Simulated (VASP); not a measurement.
# InPd (Pm-3m) in VASP: a series of runs

The runs below take InPd through band structure, density of states, optical spectrum, with SCAN, rSCAN, PBE+TS, optPBE-vdW, PBEsol.

Program: VASP 6.6.1. These are calculated values, not measurements. Logs are shortened: lines on timing, memory, paths and dates and some standing lists are left out, and cuts for length are marked.

### Step 1. The structure

The structure is cubic, space group Pm-3m (No. 221). The conventional cell has a = 3.272 Å, b = 3.272 Å, c = 3.272 Å, α = 90.00°, β = 90.00°, γ = 90.00°. In (site symmetry m-3m) has 8 Pd at 2.83 Å as nearest neighbours. Pd (site symmetry m-3m) has 8 In at 2.83 Å as nearest neighbours.

The cell comes from a database or a generator and needn't be the stable form of this composition.

### Step 2. Band structure, SCAN, spin-orbit coupling, no magnetisation

INCAR reads:

```
PREC = Accurate ; ENCUT = 520
EDIFF = 1E-7 ; ISMEAR = -1
SIGMA = 0.05 ; LREAL = F
LASPH = T ; NELM = 100
ALGO = Normal ; ISIF = 2
LWAVE = F ; LCHARG = F
LNONCOLLINEAR = T ; MAGMOM = 0 0 0 0 0 0
LORBIT = 11 ; LSORBIT = T
GGA_COMPAT = F ; LMAXMIX = 4
METAGGA = SCAN ; LMIXTAU = T
NBANDS = 35
```

KPOINTS reads:

```
regular mesh
0
Gamma
  6 6 6
```

POSCAR reads:

```
InPd
1.0
    3.2718847800      0.0000000000      0.0000000000
    0.0000000000      3.2718847800      0.0000000000
    0.0000000000      0.0000000000      3.2718847800
In Pd
1 1
Direct
    0.0000000000      0.0000000000      0.0000000000
    0.5000000000      0.5000000000      0.5000000000
```

KPOINTS_OPT reads:

```
path GXMGRX,MR
20
line-mode
reciprocal
 0.0000000000  0.0000000000  0.0000000000  G
 0.0000000000  0.5000000000  0.0000000000  X

 0.0000000000  0.5000000000  0.0000000000  X
 0.5000000000  0.5000000000  0.0000000000  M

 0.5000000000  0.5000000000  0.0000000000  M
 0.0000000000  0.0000000000  0.0000000000  G

 0.0000000000  0.0000000000  0.0000000000  G
 0.5000000000  0.5000000000  0.5000000000  R

 0.5000000000  0.5000000000  0.5000000000  R
 0.0000000000  0.5000000000  0.0000000000  X

 0.5000000000  0.5000000000  0.0000000000  M
 0.5000000000  0.5000000000  0.5000000000  R
```

Potentials or basis: VASP PAW PBE potentials, release 64 (In_d, Pd).

Command:

```console
$ cat potpaw_PBE.64/In_d/POTCAR potpaw_PBE.64/Pd/POTCAR > POTCAR
$ mpirun -np 1 vasp_ncl > vasp.out
```

OUTCAR:

```text
PREC = Accurate
   ENCUT = 520
   EDIFF = 1E-7
   ISMEAR = -1
   LREAL = F
   LASPH = T
   NELM = 100
   ISIF = 2
   LNONCOLLINEAR = T
   LORBIT = 11
   LSORBIT = T
   METAGGA = SCAN

 ion  position               nearest neighbor table
   1  0.000  0.000  0.000-   2 2.83   2 2.83   2 2.83   2 2.83   2 2.83   2 2.83   2 2.83   2 2.83

   2  0.500  0.500  0.500-   1 2.83   1 2.83   1 2.83   1 2.83   1 2.83   1 2.83   1 2.83   1 2.83

  LATTYP: Found a simple cubic cell.
 ALAT       =     3.2718847800

  Lattice vectors:

 A1 = (   3.2718847800,   0.0000000000,   0.0000000000)
 A2 = (   0.0000000000,   3.2718847800,   0.0000000000)
 A3 = (   0.0000000000,   0.0000000000,   3.2718847800)

Analysis of symmetry for initial positions (statically):
=====================================================================
 Subroutine PRICEL returns:
 Original cell was already a primitive cell.

 Routine SETGRP: Setting up the symmetry group for a
 simple cubic supercell.

 Subroutine GETGRP returns: Found 48 space group operations
 (whereof 48 operations were pure point group operations)
 out of a pool of 48 trial point group operations.

The static configuration has the point symmetry O_h .

Analysis of symmetry for dynamics (positions and initial velocities):
=====================================================================
 Subroutine PRICEL returns:
 Original cell was already a primitive cell.

 Routine SETGRP: Setting up the symmetry group for a
 simple cubic supercell.

 Subroutine GETGRP returns: Found 48 space group operations
 (whereof 48 operations were pure point group operations)
 out of a pool of 48 trial point group operations.

The dynamic configuration has the point symmetry O_h .

Analysis of structural, dynamic, and magnetic symmetry:
=====================================================================
 Subroutine PRICEL returns:
 Original cell was already a primitive cell.

 Routine SETGRP: Setting up the symmetry group for a
 simple cubic supercell.

 Subroutine GETGRP returns: Found 48 space group operations
 (whereof 48 operations were pure point group operations)
 out of a pool of 48 trial point group operations.

The overall configuration has the point symmetry O_h .

 Subroutine INISYM returns: Found 48 space group operations
 (whereof 48 operations are pure point group operations),
 and found     1 'primitive' translations

----------------------------------------------------------------------------------------

                                     Primitive cell

  volume of cell :      35.0263

  direct lattice vectors                    reciprocal lattice vectors
     3.271884780  0.000000000  0.000000000     0.305634234  0.000000000  0.000000000
     0.000000000  3.271884780  0.000000000     0.000000000  0.305634234  0.000000000
     0.000000000  0.000000000  3.271884780     0.000000000  0.000000000  0.305634234

  length of vectors
     3.271884780  3.271884780  3.271884780     0.305634234  0.305634234  0.305634234

  position of ions in fractional coordinates (direct lattice)
     0.000000000  0.000000000  0.000000000
     0.500000000  0.500000000  0.500000000

  ion indices of the primitive-cell ions
   primitive index   ion index
                 1           1
                 2           2

----------------------------------------------------------------------------------------

 KPOINTS: regular mesh

Automatic generation of k-mesh.
 Grid dimensions read from file:
 generate k-points for:    6    6    6

 Generating k-lattice:

  Cartesian coordinates                     Fractional coordinates (reciprocal lattice)
     0.050939039  0.000000000  0.000000000     0.166666667  0.000000000  0.000000000
     0.000000000  0.050939039  0.000000000     0.000000000  0.166666667  0.000000000
     0.000000000  0.000000000  0.050939039     0.000000000  0.000000000  0.166666667

  Length of vectors
     0.050939039  0.050939039  0.050939039

  Shift w.r.t. Gamma in fractional coordinates (k-lattice)
     0.000000000  0.000000000  0.000000000
[... 34 lines left out ...]
   NGX,Y,Z   is equivalent  to a cutoff of  12.19, 12.19, 12.19 a.u.
   NGXF,Y,Z  is equivalent  to a cutoff of  24.39, 24.39, 24.39 a.u.
 SYSTEM =  unknown system
   PREC   = accura    normal or accurate (medium, high low for compatibility)
   ISTART =      0    job   : 0-new  1-cont  2-samecut
   ICHARG =      2    charge: 1-file 2-atom 10-const
   ISPIN  =      1    spin polarized calculation?
   LNONCOLLINEAR =      T non collinear calculations
   LSORBIT =      T    spin-orbit coupling
   LASPH  =      T    aspherical Exc in radial PAW
   ENCUT  =  520.0 eV  38.22 Ry    6.18 a.u.   6.08  6.08  6.08*2*pi/ulx,y,z
   NELM   =    100;   NELMIN=  2; NELMDL= -5     # of ELM steps
   EDIFF  = 0.1E-06   stopping-criterion for ELM
   LREAL  =      F    real-space projection
   EDIFFG = 0.1E-05   stopping-criterion for IOM
   NSW    =      0    number of steps for IOM
   IBRION =     -1    ionic relax: 0-MD 1-quasi-New 2-CG
   NFREE  =      0    steps in history (QN), initial steepest desc. (CG)
   ISIF   =      2    stress and relaxation
   ISYM   =      2    0-nonsym 1-usesym 2-fastsym
   POTIM  = 0.5000    time-step for ionic-motion
   TEBEG  =    0.0;   TEEND  =   0.0 temperature during run
   PSTRESS=    0.0 pullay stress
   NELECT =      23.0000    total number of electrons
   NUPDOWN=      -1.0000    fix difference up-down
   EMIN   =  10.00;   EMAX   =-10.00  energy-range for DOS
   EFERMI =   0.00;   METHOD = LEGACY
   ISMEAR =    -1;   SIGMA  =   0.05  broadening in eV -4-tet -1-fermi 0-gaus
   EFERMI_NEDOS =   21; number of points for ismear=-14 and -15
   IALGO  =     38    algorithm
   IMIX   =      4    mixing-type and parameters
     AMIX     =   0.40;   BMIX     =  1.00
     AMIX_MAG =   1.60;   BMIX_MAG =  1.00
  volume/ion in A,a.u.               =      17.51       118.18
  Fermi-wavevector in a.u.,A,eV,Ry     =   1.422938  2.688964 27.548447  2.024754
  Thomas-Fermi vector in A             =   2.543589
   LORBIT       =     11    0 simple, 1 ext, 2 COOP (PROOUT), +10 PAW based schemes
   METAGGA = SCAN    functional components
   LHFCALC =     F    Hartree Fock is set to
   AEXX    =    0.0000 exact exchange contribution
   IVDW    =     0    specifies the selected vdW correction
   LEPSILON=     F    determine dielectric tensor
   LRPA    =     F    only Hartree local field effects (RPA)
  energy-cutoff  :      520.00
  volume of cell :       35.03
 maximum number of plane-waves:      1936
   NGX = 13   NGY = 13   NGZ = 13

 number of electron      23.0000000 magnetization       0.0000000      0.0000000      0.0000000

 number of electron      22.9999997 magnetization      -0.0000000     -0.0000000     -0.0000000

 number of electron      22.9999997 magnetization       0.0000000     -0.0000000     -0.0000000

 number of electron      22.9999997 magnetization       0.0000000     -0.0000000      0.0000000

 Free energy of the ion-electron system (eV)
  ---------------------------------------------------
  ext. energy  EPLUGINS =         0.00000000
  ---------------------------------------------------
  free energy    TOTEN  =       -67.20787029 eV

  energy without entropy =      -67.20172196  energy(sigma->0) =      -67.20479612

 E-fermi :  10.3487     XC(G=0): -13.3636

 val. band max:       10.2218315526   @ k =   0.5000   0.3333   0.3333
 cond. band min:      10.4308319650   @ k =   0.5000   0.3333   0.3333
 fundamental gap:      0.2090004124
 Fermi energy:        10.3487459949

 k-point     1 :       0.0000    0.0000    0.0000
  band No.  band energies     occupation
      1      -5.4151      1.00000
      2      -5.4151      1.00000
      3      -5.4151      1.00000
      4      -5.4151      1.00000
      5      -4.5551      1.00000
      6      -4.5551      1.00000
[... 749 lines left out ...]
     34      14.9695      0.00000
     35      16.2786      0.00000

------------------------ aborting loop because EDIFF is reached ----------------------------------------

  FORCE on cell =-STRESS in cart. coord.  units (eV):
  Direction    XX          YY          ZZ          XY          YZ          ZX
  --------------------------------------------------------------------------------------
  -------------------------------------------------------------------------------------
  Total       -0.3768631     -0.3768631     -0.3768631     -0.0000000     -0.0000000     -0.0000000
  in kB      -17.2385287    -17.2385287    -17.2385287     -0.0000000     -0.0000000     -0.0000000
  external PRESSURE =     -17.2385287 kB  Pullay stress =       0.0000000 kB

 VOLUME and BASIS-vectors are now :
 -----------------------------------------------------------------------------
  energy-cutoff  :      520.00
  volume of cell :       35.03
      direct lattice vectors                 reciprocal lattice vectors
     3.271884780  0.000000000  0.000000000     0.305634234  0.000000000  0.000000000
     0.000000000  3.271884780  0.000000000     0.000000000  0.305634234  0.000000000
     0.000000000  0.000000000  3.271884780     0.000000000  0.000000000  0.305634234

 POSITION                                       TOTAL-FORCE (eV/Angst)
 -----------------------------------------------------------------------------------
      0.00000      0.00000      0.00000         0.000000      0.000000      0.000000
      1.63594      1.63594      1.63594         0.000000      0.000000      0.000000
 -----------------------------------------------------------------------------------
    total drift:                                0.000000     -0.000000     -0.000000

  FREE ENERGIE OF THE ION-ELECTRON SYSTEM (eV)
  ---------------------------------------------------
  free  energy   TOTEN  =       -67.2078702863 eV

  energy  without entropy=      -67.2017219620  energy(sigma->0) =      -67.20479612

 Spin-Orbit-Coupling matrix elements

 Ion:    1  E_soc:     -0.0694067
 l=   1
     0.0000000    -0.0051524    -0.0051524
    -0.0051524     0.0000000    -0.0051524
    -0.0051524    -0.0051524     0.0000000
 l=   2
     0.0000000    -0.0013579     0.0000000    -0.0013579    -0.0050575
    -0.0013579     0.0000000    -0.0037931    -0.0013579    -0.0012644
     0.0000000    -0.0037931     0.0000000    -0.0037931     0.0000000
    -0.0013579    -0.0013579    -0.0037931     0.0000000    -0.0012644
    -0.0050575    -0.0012644     0.0000000    -0.0012644     0.0000000
 l=   3
     0.0000000     0.0000000     0.0000000     0.0000000     0.0000000     0.0000000     0.0000000
     0.0000000     0.0000000     0.0000000     0.0000000     0.0000000     0.0000000     0.0000000
     0.0000000     0.0000000     0.0000000     0.0000000     0.0000000     0.0000000     0.0000000
     0.0000000     0.0000000     0.0000000     0.0000000     0.0000000     0.0000000     0.0000000
     0.0000000     0.0000000     0.0000000     0.0000000     0.0000000     0.0000000     0.0000000
     0.0000000     0.0000000     0.0000000     0.0000000     0.0000000     0.0000000     0.0000000
     0.0000000     0.0000000     0.0000000     0.0000000     0.0000000     0.0000000     0.0000000

 Ion:    2  E_soc:     -0.0602305
 l=   1
     0.0000000    -0.0017335    -0.0017335
    -0.0017335     0.0000000    -0.0017335
    -0.0017335    -0.0017335     0.0000000
 l=   2
     0.0000000    -0.0014398     0.0000000    -0.0014398    -0.0068651
    -0.0014398     0.0000000    -0.0051489    -0.0014398    -0.0017163
     0.0000000    -0.0051489     0.0000000    -0.0051489     0.0000000
    -0.0014398    -0.0014398    -0.0051489     0.0000000    -0.0017163
    -0.0068651    -0.0017163     0.0000000    -0.0017163     0.0000000
 l=   3
     0.0000000     0.0000000     0.0000000     0.0000000     0.0000000     0.0000000     0.0000000
     0.0000000     0.0000000     0.0000000     0.0000000     0.0000000     0.0000000     0.0000000
     0.0000000     0.0000000     0.0000000     0.0000000     0.0000000     0.0000000     0.0000000
     0.0000000     0.0000000     0.0000000     0.0000000     0.0000000     0.0000000     0.0000000
     0.0000000     0.0000000     0.0000000     0.0000000     0.0000000     0.0000000     0.0000000
     0.0000000     0.0000000     0.0000000     0.0000000     0.0000000     0.0000000     0.0000000
     0.0000000     0.0000000     0.0000000     0.0000000     0.0000000     0.0000000     0.0000000

 total charge

# of ion       s       p       d       tot
------------------------------------------
    1        0.820   0.788   9.900  11.507
    2        0.437   0.414   8.626   9.477
--------------------------------------------------
tot          1.257   1.202  18.525  20.984

 magnetization (x)

# of ion       s       p       d       tot
------------------------------------------
    1        0.000   0.000   0.000   0.000
    2        0.000   0.000  -0.000  -0.000
--------------------------------------------------
tot          0.000   0.000   0.000   0.000

 magnetization (y)

# of ion       s       p       d       tot
------------------------------------------
    1        0.000  -0.000  -0.000  -0.000
    2       -0.000  -0.000  -0.000  -0.000
--------------------------------------------------
tot         -0.000  -0.000  -0.000  -0.000

 magnetization (z)

# of ion       s       p       d       tot
------------------------------------------
    1        0.000  -0.000  -0.000  -0.000
    2       -0.000  -0.000  -0.000  -0.000
--------------------------------------------------
tot         -0.000  -0.000  -0.000  -0.000
```

Wall time 5.3 min (1 thread of Intel Xeon Platinum 8559C (Emerald Rapids), shared host); peak memory 0.25 GiB.

Results:

| Item | Value |
| --- | --- |
| Free energy | -67.2079 eV |
| Pressure | -1.7 GPa |
| Valence electrons inside the program's atomic spheres | In 11.51; Pd 9.48 |

Caveat: the PAW data sets were made with another functional, which shifts forces and pressure a little.

### Step 3. Band structure, rSCAN

INCAR reads:

```
SYSTEM = InPd
ALGO = Normal ; EDIFF = 1E-7
ENCUT = 520 ; ISIF = 2
ISMEAR = -1 ; LASPH = .TRUE.
LCHARG = .FALSE. ; LMAXMIX = 4
LMIXTAU = .TRUE. ; LREAL = .FALSE.
LWAVE = .FALSE. ; METAGGA = RSCAN
NBANDS = 18 ; NELM = 80
PREC = Accurate ; SIGMA = 0.05
```

KPOINTS reads:

```
k-points
0
G
  8 8 8
  0 0 0
```

POSCAR is that of step 2.

Edit KPOINTS_OPT of step 2 so:

```diff
@@ -1,3 +1,3 @@
 path GXMGRX,MR
-20
+10
 line-mode
```

Potentials or basis: VASP PAW PBE potentials, release 64 (In_d, Pd).

Command:

```console
$ cat potpaw_PBE.64/In_d/POTCAR potpaw_PBE.64/Pd/POTCAR > POTCAR
$ mpirun -np 1 vasp_std > vasp.out
```

It took 64 s on 1 thread of Intel Xeon Platinum 8559C (Emerald Rapids), shared host; peak memory 0.16 GiB.

It converged, with:

```
Free energy             : -81.2768 eV
Pressure                : -0.3 GPa
Band gap along the path : none (metal or under the smearing width)
```

Levels at the corners of the path, in eV from the Fermi level:
| point | band 9 | band 10 | band 11 | band 12 | band 13 | band 14 |
| --- | --- | --- | --- | --- | --- | --- |
| Γ | -2.31 | -2.31 | -2.31 | 4.58 | 4.58 | 4.58 |
| X | -3.32 | -3.32 | -2.38 | -1.10 | 10.14 | 10.14 |
| X | -3.32 | -3.32 | -2.38 | -1.10 | 10.14 | 10.14 |
| M | -2.74 | -2.31 | -2.31 | -1.73 | 1.68 | 2.71 |
| M | -2.74 | -2.31 | -2.31 | -1.73 | 1.68 | 2.71 |
| Γ | -2.31 | -2.31 | -2.31 | 4.58 | 4.58 | 4.58 |
| Γ | -2.31 | -2.31 | -2.31 | 4.58 | 4.58 | 4.58 |
| R | -1.69 | -1.69 | 0.29 | 4.05 | 4.05 | 4.05 |
| R | -1.69 | -1.69 | 0.29 | 4.05 | 4.05 | 4.05 |
| X | -3.32 | -3.32 | -2.38 | -1.10 | 10.14 | 10.14 |
| M | -2.74 | -2.31 | -2.31 | -1.73 | 1.68 | 2.71 |
| R | -1.69 | -1.69 | 0.29 | 4.05 | 4.05 | 4.05 |

Caveat: the PAW data sets were made with another functional, which shifts forces and pressure a little; spin-orbit coupling is left out, which moves the levels of the heavy elements.

(Part 1 of 3 ends here.)
